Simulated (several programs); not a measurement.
**KCl (zincblende) from semi-empirical methods to plane-wave DFT**

KCl in the zincblende structure, relaxed with r2SCAN in Ansatz, was computed with several methods. Space group F-43m (No. 216), cubic; a = 7.015 Å in the conventional setting, 43.14 Å³ an atom. K is surrounded by 4 Cl at 3.04 Å; Cl is surrounded by 4 K at 3.04 Å. Spin-unpolarised throughout. Whether this structure exists isn't addressed.

```
K Cl
1.0
     0.00000    3.50728    3.50728
     3.50728    0.00000    3.50728
     3.50728    3.50728    0.00000
K Cl
1 1
Cartesian
  0.0000 0.0000 0.0000
  1.7536 1.7536 1.7536
```

Gaps and times are for a single point on this cell; volume and bulk modulus come from each method's own relaxation or energy curve at fixed shape. Times are rough, from shared hosts (Arm Neoverse V1; Intel Xeon Platinum 8175M CPU @ 2.50GHz), and each method has its own mesh and cell size. PM6 (MOPAC), PM7 (MOPAC), GFN1-xTB (tblite), GFN2-xTB (tblite) treat a cluster of cells at its zone centre, which samples few k points: where these miss a band edge, the gap comes out too large for that reason alone. Gaps from k meshes are read at a limited set of points (mesh, symmetry points, PBE's band edges), so each method's own least gap may be somewhat smaller. Force fields have no electrons; where one was fitted to this phase, its volume and modulus reflect the fit. xTB and the PM methods were fitted mostly to molecules, and can miss a solid's gap by electronvolts. Minimal bases can be far off for gaps. Times of the plane-wave rungs are withheld (a dash), since they come from other jobs, hosts and meshes; the meshes of hybrids and Hartree-Fock don't converge their gaps to the digits shown. GLLB-SC's gap includes the derivative discontinuity. G0W0 is at finite bands, cutoff and mesh. d marks a direct gap, i an indirect one (no mark: not told apart), a dash a value that wasn't computed or didn't pass its checks.

| method | kind | gap (eV) | own volume (Å³/atom) | bulk modulus (GPa) | atoms computed | processor time |
| --- | --- | --- | --- | --- | --- | --- |
| PBEsol | semilocal | – | 41.90 | – | 2 | – |
| ffield.eim (LAMMPS) | force field | – | – | – | 2 | 0.12 s |
| light PBE (260 eV, its own mesh) | light plane-wave | 4.75 i | – | – | 2 | 0.66 s |
| GFN1-xTB (tblite) | tight binding | 2.14 | – | – | cluster | 2.5 s |
| PBE | semilocal | 4.78 i | 44.13 | 11 | 2 | – |
| LDA | semilocal | 4.46 i | 39.06 | – | 2 | – |
| PM7 (MOPAC) | semi-empirical | 12.86 | 43.64 | 27 | cluster | 3.4 s |
| GFN2-xTB (tblite) | tight binding | 1.95 | – | – | cluster | 3.5 s |
| PM6 (MOPAC) | semi-empirical | 10.87 | – | – | cluster | 3.6 s |
| r2SCAN | semilocal | 5.35 i | 43.14 | 12 | 2 | – |
| PBE/SZV (CP2K) | small basis | 3.11 i | 44.84 | 14 | 2 | 8.6 s |
| PBE/single zeta (GPAW) | small basis | 4.12 d | – | – | 2 | 9 s |
| GLLB-SC (GPAW) | model potential | 10.56 | – | – | 2 | 14 s |
| PBE/DZVP (CP2K) | small basis | 4.75 i | 44.57 | 12 | 2 | 16 s |
| PBE0 | hybrid | 6.77 i | – | – | 2 | – |
| HSE06 | hybrid | 6.02 i | 43.67 | – | 2 | – |
| Hartree-Fock | exact exchange | 12.34 i | – | – | 2 | – |
| DDH-PBE0 | hybrid | 8.99 i | – | – | 2 | – |
| r2SCANh | hybrid | 6.03 i | – | – | 2 | – |
| G0W0@LDA (140 eV screening cutoff) | many-body | 7.69 | – | – | 2 | – |
| G0W0@r2SCAN (140 eV screening cutoff) | many-body | 8.12 | – | – | 2 | – |
| G0W0@HSE06 (140 eV screening cutoff) | many-body | 8.38 | – | – | 2 | – |
| G0W0@PBE (220 eV screening cutoff) | many-body | 7.89 | – | – | 2 | – |

Against HSE06 (6.02 eV) the nearest gap at the points sampled is that of r2SCANh (+0.01 eV) and the farthest that of PM7 (MOPAC) (+6.84 eV). HSE06 is only a yardstick of convenience: for gaps this wide it usually falls short of measured ones, so a larger value can be the better one.

Volumes against r2SCAN's: PBEsol -2.9 %, PBE +2.3 %, LDA -9.5 %, PM7 (MOPAC) +1.2 %, PBE/SZV (CP2K) +3.9 %, PBE/DZVP (CP2K) +3.3 %, HSE06 +1.2 %.
